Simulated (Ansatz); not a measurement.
Consider the following.

Li$_{3}$N:
```
CELL_PARAMETERS angstrom
      3.54324     0.00000     0.00000
     -1.77162     3.06854     0.00000
      0.00000     0.00000     3.78630
ATOMIC_POSITIONS crystal
  Li 0.00000 0.00000 0.50000
  Li 0.33333 0.66667 0.00000
  Li 0.66667 0.33333 0.00000
  N  0.00000 0.00000 0.00000
```

This is the LDA-relaxed structure.

Task: All from LDA in the plane-wave PAW code Ansatz, unless another level is named. Give the electron effective mass.

Result: 0.22, 0.33, 1.0 mₑ (principal values).

Task: And the smallest direct gap on the standard path?

Result: 1.56 eV.

Task: What about the weight of the valence-edge state by species (Voronoi cells)?

Result: N 79 %, Li 21 %.

Space group P6/mmm. The LDA relaxation kept the symmetry of its start. At this level the phase is dynamically unstable (imaginary phonons).

Potentials: the later of the program's two PAW sets.
